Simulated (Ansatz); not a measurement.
## Br under changes of volume

One of the cells (28.997 Å³/atom); the others are scaled copies at fixed shape and fractional positions:

```
Br
1.0
    -1.42349    1.42349    3.57752
     1.42349   -1.42349    3.57752
     1.42349    1.42349   -3.57752
Br
1
Direct
  0.00000 0.00000 0.00000
```

| Quantity | Value |
| --- | --- |
| Program | Ansatz 0.2.0 |
| Functional | PBE |
| Potentials or basis | all-electron LAPW, scalar-relativistic |
| Cutoff | 202 eV (chosen from the basis error) |
| Basis error allowed | 0.0005 eV/atom |
| k mesh | 13 × 13 × 13 |
| Occupations | fermi-dirac, width 0.05 eV |
| Spin | no spin polarisation |

| volume (Å³/atom) | energy over the lowest point (meV/atom) | pressure (GPa) |
| --- | --- | --- |
| 27.257 | ? | ? |
| 27.837 | 21.19 | 3.2 |
| 28.417 | 11.46 | 2.2 |
| 28.997 | 4.91 | 1.4 |
| 29.577 | 1.20 | 0.7 |
| 30.157 | 0.00 | 0.0 |
| 30.737 | 1.03 | -0.6 |

**Question.** What does the run at 27.257 Å³/atom give?

**Answer.** Energy over the lowest point 34.50 meV/atom; pressure 4.2 GPa.

Worked out: A Birch-Murnaghan fit of order 3 (a polynomial in V^(-2/3)) to the other rows has its minimum at 30.17 Å³/atom with B0 = V·E''(V) = 32 GPa and B' = 5.2 at fixed shape and positions, which overstates the stiffness. It gives 34.52 meV/atom at 27.257 Å³/atom, against the run's 34.50, and -dE/dV = 4.2 GPa, against 4.2.

Energies are extrapolated to zero smearing.

Caveats: an odd number of electrons without spin polarisation forces a metal; a magnetic or distorted state may lie lower.
